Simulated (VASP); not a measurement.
The system is Hf.

```xyz
2
Lattice="3.1967 0.0000 0.0000 -1.5983 2.7684 0.0000 0.0000 0.0000 5.0578" Properties=species:S:1:pos:R:3 pbc="T T T"
Hf    1.5984    0.9228    3.7934
Hf    0.0000    1.8456    1.2645
```

Base run:

| Property | Result |
| --- | --- |
| Program | VASP 6.6.1 |
| Functional | BLYP |
| Potentials or basis | VASP PAW PBE potentials, release 64 (Hf_pv) |
| Cutoff | 520 eV |
| k mesh | 10 × 10 × 5 |
| Occupations | fermi-dirac, width 0.05 eV |
| Spin | no spin polarisation |

Its results: pressure 3.4 GPa.

Task: The run is repeated on the same cell with these changes: functional from BLYP to PBE. What comes out?

Result: Pressure 0.2 GPa.

PBE binds more tightly than BLYP, so the same cell stands under less pressure.

Caveats: the PAW data sets were made with another functional, which shifts forces and pressure a little (some runs).
